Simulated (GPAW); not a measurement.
Runs of GPAW 26.7.0 on FeO (Wuestite). It takes space group Fm-3m (No. 225, cubic). The conventional cell has a = 4.311 Å, b = 4.311 Å, c = 4.311 Å, α = 90.00°, β = 90.00°, γ = 90.00°. Fe (site symmetry m-3m) is surrounded by 6 O at 2.16 Å. O (site symmetry m-3m) is surrounded by 6 Fe at 2.16 Å. 

```tsv
task	level	potentials or basis	U	cell	k mesh	cutoff (eV)	maxiter	band path	band points	lines	response ecut	gap on the mesh (eV)	pressure (GPa)	moment (μB)
band structure	PBEsol+U	PAW data sets generated in the run's folder for this functional, pw	Fe d U = 3 eV	Fm-3m, 10.01 Å³/atom	11 × 11 × 11	800	150	GXWKGLUWLK,UX	100	-	-	-	(b)	4.01
magnons	LDA	the program's PAW data sets (release 1.2.1) made for this functional, pw	-	Fm-3m, 9.61 Å³/atom	9 × 9 × 9	600	150	-	-	2	150 eV	none	-	3.97
single point	LDA	the program's PAW data sets (release 1.2.1) made for this functional, pw	-	Fm-3m, 10.01 Å³/atom	9 × 9 × 9	600	120	-	-	-	-	none	-19.8	4.00
band structure	PBEsol+U	PAW data sets generated in the run's folder for this functional, pw	Fe d U = 8 eV	Fm-3m, 10.01 Å³/atom	11 × 11 × 11	800	150	GXWKGLUWLK,UX	100	-	-	-	(c)	(a)
band structure	PBEsol+U	PAW data sets generated in the run's folder for this functional, pw	Fe d U = 4 eV	Fm-3m, 10.01 Å³/atom	11 × 11 × 11	800	150	GXWKGLUWLK,UX	100	-	-	-	-5.3	4.02
```

Alike in all rows: spin collinear, ferromagnetic start; smearing fermi-dirac 0.05 eV.

**Question.** Fill in the values left out.

**Answer.** (a) 4.04; (b) -5.8; (c) -2.4.

Caveats: a cell with one magnetic atom can't hold antiferromagnetic order, which such compounds often take; semilocal functionals often make such compounds metallic where correlation or magnetic order opens a gap, which also shifts bond lengths (some runs); the number of bands moves the energies at small q by some ten meV (some runs); the exchange constants hang on this mesh and on the site radius (some runs); magnon energies are noisy on this mesh (some runs); the cutoff is short for stress and forces, so pressures can be off by a GPa or more (some runs); so large a pressure means that the cell lies far from this level's equilibrium, or that cutoff or potentials fall short (some runs).

A gap of «none» marks a metal or a gap under the smearing width.
